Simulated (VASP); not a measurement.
C:

```
C
1.0
     2.52210    0.00000    0.00000
    -1.26105    2.18420    0.00000
     0.00000    0.00000    8.23710
C
8
Direct
  0.66667 0.33333 0.84375
  0.33333 0.66667 0.34375
  0.66667 0.33333 0.65625
  0.33333 0.66667 0.15625
  0.00000 0.00000 0.90625
  0.00000 0.00000 0.40625
  0.00000 0.00000 0.59375
  0.00000 0.00000 0.09375
```

This is a hexagonal form of diamond, not graphite.

```yaml
Program: VASP 6.6.1
Task: relaxation of cell and atoms
Functional: PBE
Dispersion: D3(BJ)
Potentials_or_basis: VASP PAW PBE potentials, release 64 (C)
Cutoff: 600 eV
k_mesh: 10 × 10 × 4
Occupations: gaussian, width 0.02 eV
Spin: no spin polarisation
```

At the start: pressure -3.1 GPa; volume 5.67 Å³/atom.

**Question.** How do energy, volume and symmetry change on relaxing?

**Answer.** Over 9 steps the energy falls by 2.8 meV/atom and the volume is 5.63 Å³/atom (-0.7 %); space group P6_3/mmc (No. 194, to 0.05 Å).

The path:
```tsv
step	energy change (eV)	largest force (eV/Å)	pressure (GPa)	volume (Å³)
1	0.0000	0.3271	-3.14	45.38
2	0.0159	0.4800	4.26	44.64
3	-0.0222	0.0518	-0.19	45.06
4	-0.0222	0.0448	-0.25	45.07
5	-0.0223	0.0619	0.17	45.02
6	-0.0224	0.0099	-0.03	45.04
7	-0.0224	0.0088	-0.04	45.04
8	-0.0224	0.0122	0.04	45.04
9	-0.0224	0.0026	0.00	45.04
```

Final structure:
```
CELL_PARAMETERS angstrom
2.50770 0.00000 0.00000
-1.25385 2.17173 0.00000
0.00000 0.00000 8.27038
ATOMIC_POSITIONS crystal
C 0.66667 0.33333 0.84444
C 0.33333 0.66667 0.34444
C 0.66667 0.33333 0.65556
C 0.33333 0.66667 0.15556
C 0.00000 0.00000 0.90702
C 0.00000 0.00000 0.40702
C 0.00000 0.00000 0.59298
C 0.00000 0.00000 0.09298
```
